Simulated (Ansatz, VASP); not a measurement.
**H in VASP and in Ansatz**

```xyz
1
Lattice="2.6496 0.0000 0.0000 0.0000 2.6496 0.0232 0.0000 0.0086 0.9805" Properties=species:S:1:pos:R:3 pbc="T T T"
H     0.0000    0.0043    0.4902
```

Change from the starting cell: strain +0.0175 x Voigt [0, 0, 0, 1, 0, 0], atoms carried along.

Alike in both runs: task single point; functional LDA; k mesh 10 × 10 × 26; occupations gaussian, width 0.05 eV; no spin polarisation.

|  | VASP | Ansatz |
| --- | --- | --- |
| version | VASP 6.6.1 | Ansatz 0.2.0 |
| potentials or method | VASP PAW LDA potentials, release 64 (H) | scalar-relativistic, plane waves, PAW |
| plane-wave cutoff (eV) | 520 | 420 |
| valence electrons in the cell | 1 | 1 |

Ansatz gave:

```
gap on the k mesh at the Fermi level (eV)       : none
pressure (GPa)                                  : 1.5
largest component of the traceless stress (GPa) : 2.39
```

Task: Estimate VASP's values.

Result: gap on the k mesh at the Fermi level (eV): none; pressure (GPa): 1.3; largest component of the traceless stress (GPa): 2.66.

A gap of «none» marks a metal or a gap that the smearing closes.
